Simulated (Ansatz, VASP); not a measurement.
## Two plane-wave programs on Ni

```
CELL_PARAMETERS angstrom
0.00000 1.67557 1.67557
1.67557 0.00000 1.67557
1.67557 1.67557 0.00000
ATOMIC_POSITIONS crystal
Ni 0.00000 0.00000 0.00000
```

Alike in both runs: functional PBEsol; k mesh 20 × 20 × 20; occupations fermi-dirac, width 0.05 eV; collinear spin.

Ansatz relaxed the structure, and its values are those at the end. VASP's run is a single point on that final structure, the one shown.

|  | VASP | Ansatz |
| --- | --- | --- |
| version | VASP 6.6.1 | Ansatz 0.2.0 |
| potentials or method | VASP PAW PBE potentials, release 64 (Ni) | PAW with Ansatz's default frozen-core files, scalar-relativistic |
| plane-wave cutoff (eV) | 520 | 420 |
| valence electrons in the cell | 10 | 18 |

Ansatz gave:

```
net moment per atom (μB)                                      : 0.61
size of the moment on the site where the two differ most (μB) : 0.64
```

Q: What did VASP give for the same quantities?

A: net moment per atom (μB): 0.60; size of the moment on the site where the two differ most (μB): 0.60.

Site moments also hang on the region over which each program counts them. With one functional, cell and mesh, what is left measures potentials, basis and numerics. The two sets of potentials don't hold the same shells in valence.
